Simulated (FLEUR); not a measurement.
# Rh (Fm-3m) in FLEUR: further runs

One crystal, Rh, is run at these levels: PBE; tasks: equation of state.

Program: FLEUR MaX-R8.1 (later development tree). These are calculated values, not measurements. Logs are shortened: lines on timing, memory, paths and dates and some standing lists are left out, and cuts for length are marked.

**What was measured.**

From “Thermal equation of state of rhodium characterized by XRD in a resistively heated diamond anvil cell”, 2024, pmc:11535440, for a bulk crystal of Rh: bulk modulus 264 ± 1 GPa.

How close the calculation comes is told below.

## 1. The crystal as given

Symmetry: Fm-3m, No. 225, cubic system. Conventional cell: a = 3.796 Å, b = 3.796 Å, c = 3.796 Å, α = 90.00°, β = 90.00°, γ = 90.00°. Rh (site symmetry m-3m) is surrounded by 12 Rh at 2.68 Å.

## 2. Equation of state, PBE, 12.85 Å³/atom (volume scaled by 0.94)

inp.xml reads:

```xml
<?xml version="1.0" encoding="UTF-8" standalone="no"?>
<fleurInput fleurInputVersion="0.39">
   <comment>
      Rh                                                                                                  
   </comment>
   <calculationSetup>
      <cutoffs Kmax="4.26" Gmax="13.2" GmaxXC="13.2" numbands="0"/>
      <scfLoop itmax="60" minDistance="0.00001" maxIterBroyd="15" imix="Anderson" alpha="0.05" precondParam="0.0" spinf="2.0" sdNocoIR="T"/>
      <coreElectrons ctail="T" frcor="F" kcrel="0" coretail_lmax="0"/>
      <xcFunctional name="pbe" relativisticCorrections="F"/>
      <magnetism jspins="1"/>
      <soc l_soc="F" theta="0.0" phi="0.0" spav="F"/>
      <expertModes spex="0" secvar="F"/>
      <geometryOptimization l_f="F" forcealpha="1.0" forcemix="BFGS" epsdisp="0.0005" epsforce="0.0002"/>
      <ldaU l_linMix="F" mixParam="0.05" spinf="1.0"/>
   </calculationSetup>
   <cell>
      <bzIntegration valenceElectrons="17.0" mode="hist" fermiSmearingEnergy="0.00183747">
         <kPointListSelection listName="default-1"/>
         <!-- k-points included here -->
         <xi:include xmlns:xi="http://www.w3.org/2001/XInclude" href="kpts.xml"> </xi:include>
      </bzIntegration>
      <!-- symmetry operations included here -->
      <xi:include xmlns:xi="http://www.w3.org/2001/XInclude" href="sym.xml"> </xi:include>
      <bulkLattice scale="0.9795861087">
         <bravaisMatrix>
            <row-1>    0.0000000000000000     3.5864167255721098     3.5864167255721098</row-1>
            <row-2>    3.5864167255721098     0.0000000000000000     3.5864167255721098</row-2>
            <row-3>    3.5864167255721098     3.5864167255721098     0.0000000000000000</row-3>
         </bravaisMatrix>
      </bulkLattice>
   </cell>
   <atomSpecies>
      <species name="Rhodium (Rh)" element="Rh" atomicNumber="45">
         <mtSphere radius="2.3" gridPoints="777" logIncrement="0.016"/>
         <atomicCutoffs lmax="9" lnonsphr="7"/>
         <electronConfig flipSpins="F">
            <coreConfig>(1s1/2) (2s1/2) (2p1/2) (2p3/2) (3s1/2) (3p1/2) (3p3/2) (3d3/2) (3d5/2)</coreConfig>
            <valenceConfig>(4s1/2) (4p1/2) (4p3/2) (5s1/2) (4d3/2) (4d5/2)</valenceConfig>
            <stateOccupation state="(5s1/2)" spinUp="0.500000" spinDown="0.500000"/>
            <stateOccupation state="(4d3/2)" spinUp="1.600000" spinDown="1.600000"/>
            <stateOccupation state="(4d5/2)" spinUp="2.400000" spinDown="2.400000"/>
         </electronConfig>
         <energyParameters s="5" p="5" d="4" f="4"/>
         <lo type="SCLO" l="0" n="4" eDeriv="0"/>
         <lo type="SCLO" l="1" n="4" eDeriv="0"/>
         <lo type="SCLO" l="1" n="4" eDeriv="1"/>
         <lo type="SCLO" l="2" n="4" eDeriv="2"/>
         <lo type="SCLO" l="3" n="4" eDeriv="2"/>
      </species>
   </atomSpecies>
   <atomGroups>
      <atomGroup species="Rhodium (Rh)">
         <relPos label="                   1">.0000000000 .0000000000 .0000000000</relPos>
         <force calculate="T" relaxXYZ="TTT"/>
      </atomGroup>
   </atomGroups>
   <output dos="F" band="F" slice="F">
      <checks vchk="F" cdinf="F"/>
      <bandDOS minEnergy="-.5*Htr" maxEnergy="0.5*Htr" sigma="0.015" storeEVData="T"/>
      <vacuumDOS vacdos="F" integ="F" star="F" nstars="0" locx1="0.0" locy1="0.0" locx2="0.0" locy2="0.0" nstm="0" tworkf="0.0"/>
      <unfoldingBand unfoldBand="F" supercellX="1" supercellY="1" supercellZ="1"/>
      <plotting iplot="0" polar="F">
         <plot TwoD="T" vec1="  1.0  0.0  0.0" vec2="  0.0  1.0  0.0" vec3="  0.0  0.0  1.0" zero="  0.0  0.0  0.0" file="plot"/>
      </plotting>
      <chargeDensitySlicing numkpt="0" minEigenval="0.0" maxEigenval="0.0" nnne="0" pallst="F"/>
      <specialOutput eonly="F"/>
      <moessbauerParams electricFieldGradient="T" isomerShift="T" coreHyperfine="T" valenceHyperfine="T"/>
      <magneticCircularDichroism mcd="F" energyLo="-10.0" energyUp="0.0"/>
   </output>
  <!-- We include the file relax.xml here to enable relaxations (see documentation) -->
  <xi:include xmlns:xi="http://www.w3.org/2001/XInclude" href="relax.xml"> <xi:fallback/> </xi:include>
</fleurInput>
```

Potentials or basis: all-electron, FLAPW.

Started as:

```console
$ inpgen -f crystal.txt -profile fastHighL
$ # inp.xml edited to the form shown
$ fleur_MPI
```

The log of the run:

```text
Welcome to FLEUR        (www.flapw.de)
      MaX-Release 8.1          (www.max-centre.eu)

 ========== k-point set info ==========
 Selected k-point list: default-1
 k-point list type: mesh
 12 x 12 x 12
 Number of k points: 72

 ------------Calculation Setup---------------------------
 Number of MPI-tasks      :            1
 Number of PE/node        :            1
 Number of OMP-threads    :            1
 Most efficient MPI parallelization for:
           1           2           3           4           6           8           9          12          18          24          36          72
 Additional eigenvalue parallelization possible
 Number of basis functions:          160
 Approximate size of matrices (H+S) per k-point:         0.000 GB
 --------------------------------------------------------
 Iteration:     1   Distance:      18.09985147 me/bohr^3
 Iteration:     2   Distance:      16.02227431 me/bohr^3
 Iteration:     3   Distance:       6.00882266 me/bohr^3
 Iteration:     4   Distance:       3.90706861 me/bohr^3
 Iteration:     5   Distance:       1.71761847 me/bohr^3
 Iteration:     6   Distance:       0.40002694 me/bohr^3
 Iteration:     7   Distance:       0.07203189 me/bohr^3
 Iteration:     8   Distance:       0.00564010 me/bohr^3
 Iteration:     9   Distance:       0.00433275 me/bohr^3
 Iteration:    10   Distance:       0.00061504 me/bohr^3
 Iteration:    11   Distance:       0.00050475 me/bohr^3
 Iteration:    12   Distance:       0.00003871 me/bohr^3
 Iteration:    13   Distance:       0.00000277 me/bohr^3

 ********************************************************************
 Run finished successfully
 Stop message:
   all done
 ********************************************************************
```

out.xml (last iteration):

```text
<iteration numberForCurrentRun="   13" overallNumber="   13">
         <energyParameters units="Htr">
            <atomicEP atomType="1" spin="1" branch="5s" branchLowest="-2.28" branchHighest="2.56" value="0.3928013901"/>
            <atomicEP atomType="1" spin="1" branch="5p" branchLowest="-1.07" branchHighest="3.32" value="0.5168637293"/>
            <atomicEP atomType="1" spin="1" branch="4d" branchLowest="-10.32" branchHighest="0.79" value="0.4732312249"/>
            <atomicEP atomType="1" spin="1" branch="4f" branchLowest="-9.99" branchHighest="2.73" value="0.8043042506"/>
            <loAtomicEP atomType="1" spin="1" branch="4s" branchLowest="-21.20" branchHighest="-2.28" value="-2.3045212371"/>
            <loAtomicEP atomType="1" spin="1" branch="4p" branchLowest="-17.01" branchHighest="-1.07" value="-1.1287077722"/>
            <loAtomicEP atomType="1" spin="1" branch="4p" branchLowest="-17.01" branchHighest="-1.07" value="-1.1287077722"/>
            <loAtomicEP atomType="1" spin="1" branch="4d" branchLowest="-10.32" branchHighest="0.79" value="0.4694939738"/>
            <loAtomicEP atomType="1" spin="1" branch="4f" branchLowest="-9.99" branchHighest="2.73" value="0.8043061729"/>
         </energyParameters>
         <eigenvalues>
            <eigenvaluesAt spin="1" ikpt="1" k_x="0.00000000" k_y="0.00000000" k_z="0.00000000">
                      -2.3100314571       -1.1105363860       -1.1105363860       -1.1105363860        0.2867925894
                       0.4717285534        0.4717285534        0.4717285534        0.5569810060        0.5569810060
                       1.1744215373        1.3840636725        1.3840636725        1.3840636725
            </eigenvaluesAt>
            <eigenvaluesAt spin="1" ikpt="2" k_x="0.00000000" k_y="0.00000000" k_z="0.08333333">
                      -2.3096647261       -1.1128950597       -1.1108501174       -1.1108501174        0.2976192637
                       0.4668225241        0.4760100821        0.4760100821        0.5545639519        0.5545639519
                       1.1907878128        1.3362449657        1.4006103383        1.4006103383
            </eigenvaluesAt>
            <eigenvaluesAt spin="1" ikpt="3" k_x="0.00000000" k_y="0.00000000" k_z="0.16666667">
                      -2.3086589190       -1.1192731743       -1.1117046651       -1.1117046651        0.3260047308
                       0.4583799192        0.4846668407        0.4846668407        0.5524198537        0.5524198537
                       1.2282334553        1.2519391186        1.4471318281        1.4471318281
            </eigenvaluesAt>
            <eigenvaluesAt spin="1" ikpt="4" k_x="0.00000000" k_y="0.00000000" k_z="0.25000000">
                      -2.3072769059       -1.1278427133       -1.1128683888       -1.1128683888        0.3539654308
                       0.4679895957        0.4862182163        0.4862182163        0.5632833286        0.5632833286
                       1.1658034698        1.2449781558        1.5128544155        1.5128544155
            </eigenvaluesAt>
         </eigenvalues>
         <bandgap value="0.0085243139" units="eV"/>
         <sumValenceSingleParticleEnergies value="-7.1328937720" units="Htr"/>
         <FermiEnergy value="0.5984568048" units="Htr"/>
         <valenceDensity>
            <mtCharges spin="1">
               <mtCharge atomType="1" total="15.3002701" s="2.3191077" p="6.2536991" d="6.6653737" f="0.0494709"/>
            </mtCharges>
            <spinDependentCharge spin="1" total="17.0000000" interstitial="1.6997299" mtSpheres="15.3002701"/>
            <totalCharge value="17.0000000000"/>
         </valenceDensity>
         <coreStates atomType="     1" atomicNumber=" 45" spin="1" kinEnergy="   4837.0466440220" eigValSum="  -2838.3671241155" lostElectrons=" 0.000000">
            <state n="1" l="0" j="0.5" energy="-845.4844684285" weight="1.0000000000"/>
            <state n="2" l="0" j="0.5" energy="-121.9337494932" weight="1.0000000000"/>
            <state n="2" l="1" j="0.5" energy="-112.8384321129" weight="1.0000000000"/>
            <state n="2" l="1" j="1.5" energy="-107.5238638675" weight="2.0000000000"/>
            <state n="3" l="0" j="0.5" energy="-21.1983147252" weight="1.0000000000"/>
            <state n="3" l="1" j="0.5" energy="-17.6393227519" weight="1.0000000000"/>
            <state n="3" l="1" j="1.5" energy="-16.7249463412" weight="2.0000000000"/>
            <state n="3" l="2" j="1.5" energy="-10.4265370779" weight="2.0000000000"/>
            <state n="3" l="2" j="2.5" energy="-10.2461933243" weight="3.0000000000"/>
         </coreStates>
         <allElectronCharges>
            <spinDependentCharge spin="1" total="45.0000000" interstitial="1.6997301" mtSpheres="43.3002699"/>
            <totalCharge value="45.0000000002"/>
         </allElectronCharges>
         <moessbauerParams unitsHFF="kG" unitsIS="e/bohr^3" unitsEFG="Htr/bohr^2">
            <coreIsomerShift atomType="1" isTotal="122315.68983">
               <shell n="1" l="0" isomerShift="107670.16771"/>
               <shell n="2" l="0" isomerShift="12128.42539"/>
               <shell n="2" l="1" isomerShift="229.76373"/>
               <shell n="3" l="0" isomerShift="2242.06987"/>
               <shell n="3" l="1" isomerShift="45.26313"/>
               <shell n="3" l="2" isomerShift="0.00001"/>
            </coreIsomerShift>
            <isomerShift atomType="1" nucleusRadius="0.0001107" averageDensity="122744.39521"/>
            <electricFieldGradient atomType="1" VXX="0.00000" VYY="0.00000" VZZ="0.00000" asymParam="0.00000">
            </electricFieldGradient>
         </moessbauerParams>
         <totalEnergy                                    value="    -4785.2670371148" units="Htr">
            <sumOfEigenvalues                            value="    -2845.5000178875">
               <coreElectrons value="-2838.3671241155"/>
               <valenceElectrons value="-7.1328937720"/>
            </sumOfEigenvalues>
            <densityCoulombPotentialIntegral value="-7652.7919110400"/>
            <densityEffectivePotentialIntegral value="-7834.1041100330"/>
            <chargeDenXCDenIntegral value="-139.0199489642"/>
            <FockExchangeEnergyValence value="0.0000000000"/>
            <FockExchangeEnergyCore value="0.0000000000"/>
            <atomTypeDependentContributions atomType="1">
               <electronNucleiInteractionDifferentMTs value="5780.3327854561"/>
               <MadelungTerm value="-28.1224393200"/>
            </atomTypeDependentContributions>
            <tkbTimesEntropy value="0.0002683856"/>
            <freeEnergy value="-4785.2673055004"/>
            <extrapolationTo0K value="-4785.2671713076"/>
         </totalEnergy>
         <densityConvergence units="me/bohr^3">
            <chargeDensity spin="1" distance="0.0000027739"/>
         </densityConvergence>
      </iteration>
```

Wall time 9.3 s (1 thread of Arm Neoverse V1, shared host); peak memory 0.05 GiB.

Results:

```
Free energy                                           : -130213.7569 eV
Band gap on the k mesh                                : none (metal or under the smearing width)
Valence electrons inside the program's atomic spheres : Rh 15.30 (radii Rh 2.3 bohr)
```

## 3. Equation of state, PBE, 13.12 Å³/atom (volume scaled by 0.96)

Edit inp.xml of step 2 so:

```diff
@@ -24,3 +24,3 @@
       <xi:include xmlns:xi="http://www.w3.org/2001/XInclude" href="sym.xml"> </xi:include>
-      <bulkLattice scale="0.9795861087">
+      <bulkLattice scale="0.9864848297">
          <bravaisMatrix>
```

Potentials or basis: all-electron, FLAPW.

Started as:

```console
$ inpgen -f crystal.txt -profile fastHighL
$ # inp.xml edited to the form shown
$ fleur_MPI
```

Wall time 9.8 s (1 thread of Arm Neoverse V1, shared host); peak memory 0.06 GiB.

It converged, with:

```yaml
Free_energy: -130213.7989 eV
Band_gap_on_the_k_mesh: none (metal or under the smearing width)
Valence_electrons_inside_the_program's_atomic_spheres: Rh 15.26 (radii Rh 2.3 bohr)
```

## 4. Equation of state, PBE, 13.40 Å³/atom (volume scaled by 0.98)

Edit inp.xml of step 3 so:

```diff
@@ -24,3 +24,3 @@
       <xi:include xmlns:xi="http://www.w3.org/2001/XInclude" href="sym.xml"> </xi:include>
-      <bulkLattice scale="0.9864848297">
+      <bulkLattice scale="0.9932883884">
          <bravaisMatrix>
```

Started as:

```console
$ inpgen -f crystal.txt -profile fastHighL
$ # inp.xml edited to the form shown
$ fleur_MPI
```

It took 9.5 s on 1 thread of Arm Neoverse V1, shared host; peak memory 0.05 GiB.

Results (log left out):

- Free energy: -130213.8279 eV
- Band gap on the k mesh: none (metal or under the smearing width)
- Valence electrons inside the program's atomic spheres: Rh 15.23 (radii Rh 2.3 bohr)

## 5. Equation of state, PBE, 13.67 Å³/atom

Edit inp.xml of step 4 so:

```diff
@@ -24,3 +24,3 @@
       <xi:include xmlns:xi="http://www.w3.org/2001/XInclude" href="sym.xml"> </xi:include>
-      <bulkLattice scale="0.9932883884">
+      <bulkLattice scale="1.0000000000">
          <bravaisMatrix>
```

Started as:

```console
$ inpgen -f crystal.txt -profile fastHighL
$ # inp.xml edited to the form shown
$ fleur_MPI
```

Run time: 10 s. Hardware: 1 thread of Arm Neoverse V1, shared host; peak memory 0.05 GiB.

It converged, with:

* Free energy: -130213.8458 eV
* Band gap on the k mesh: none (metal or under the smearing width)
* Valence electrons inside the program's atomic spheres: Rh 15.20 (radii Rh 2.3 bohr)

## 6. Equation of state, PBE, 13.94 Å³/atom (volume scaled by 1.02)

Edit inp.xml of step 5 so:

```diff
@@ -24,3 +24,3 @@
       <xi:include xmlns:xi="http://www.w3.org/2001/XInclude" href="sym.xml"> </xi:include>
-      <bulkLattice scale="1.0000000000">
+      <bulkLattice scale="1.0066227096">
          <bravaisMatrix>
```

Potentials or basis: all-electron, FLAPW.

Started as:

```console
$ inpgen -f crystal.txt -profile fastHighL
$ # inp.xml edited to the form shown
$ fleur_MPI
```

Run time: 10 s. Hardware: 1 thread of Arm Neoverse V1, shared host; peak memory 0.05 GiB.

It converged, with:

```yaml
Free_energy: -130213.8533 eV
Band_gap_on_the_k_mesh: none (metal or under the smearing width)
Valence_electrons_inside_the_program's_atomic_spheres: Rh 15.17 (radii Rh 2.3 bohr)
```

## 7. Equation of state, PBE, 14.22 Å³/atom (volume scaled by 1.04)

Edit inp.xml of step 6 so:

```diff
@@ -24,3 +24,3 @@
       <xi:include xmlns:xi="http://www.w3.org/2001/XInclude" href="sym.xml"> </xi:include>
-      <bulkLattice scale="1.0066227096">
+      <bulkLattice scale="1.0131594038">
          <bravaisMatrix>
```

Started as:

```console
$ inpgen -f crystal.txt -profile fastHighL
$ # inp.xml edited to the form shown
$ fleur_MPI
```

Wall time 11 s (1 thread of Arm Neoverse V1, shared host); peak memory 0.05 GiB.

The run converged. Its results:

```
Free energy                                           : -130213.8520 eV
Band gap on the k mesh                                : none (metal or under the smearing width)
Valence electrons inside the program's atomic spheres : Rh 15.14 (radii Rh 2.3 bohr)
```

## 8. Equation of state, PBE, 14.49 Å³/atom (volume scaled by 1.06)

Edit inp.xml of step 7 so:

```diff
@@ -24,3 +24,3 @@
       <xi:include xmlns:xi="http://www.w3.org/2001/XInclude" href="sym.xml"> </xi:include>
-      <bulkLattice scale="1.0131594038">
+      <bulkLattice scale="1.0196128224">
          <bravaisMatrix>
```

Started as:

```console
$ inpgen -f crystal.txt -profile fastHighL
$ # inp.xml edited to the form shown
$ fleur_MPI
```

Wall time 11 s (1 thread of Arm Neoverse V1, shared host); peak memory 0.05 GiB.

The run converged. Its results:

| Property | Result |
| --- | --- |
| Free energy | -130213.8427 eV |
| Band gap on the k mesh | none (metal or under the smearing width) |
| Valence electrons inside the program's atomic spheres | Rh 15.12 (radii Rh 2.3 bohr) |

## 9. Equation of state, PBE

Potentials or basis: all-electron, FLAPW.

This step only gathers the single runs of the series.

What came out:

* Equilibrium volume: 14.04 Å³/atom
* Bulk modulus: 259 GPa
* Pressure derivative of the bulk modulus: 5.1

Energy against volume, from the lowest point:
```csv
volume (Å³/atom),energy (meV/atom)
12.851,96.37
13.125,54.44
13.398,25.38
13.671,7.51
13.945,0.00
14.218,1.33
14.492,10.59
```

## 10. Comparison with measurements

Step 9. Against the measured bulk modulus of Rh, 264 GPa (quoted in “Thermal equation of state of rhodium characterized by XRD in a resistively heated diamond anvil cell”, 2024, pmc:11535440), the calculated 259 GPa is off by -1.9 %. The fit is for a static lattice scaled at fixed shape and fixed fractional positions.
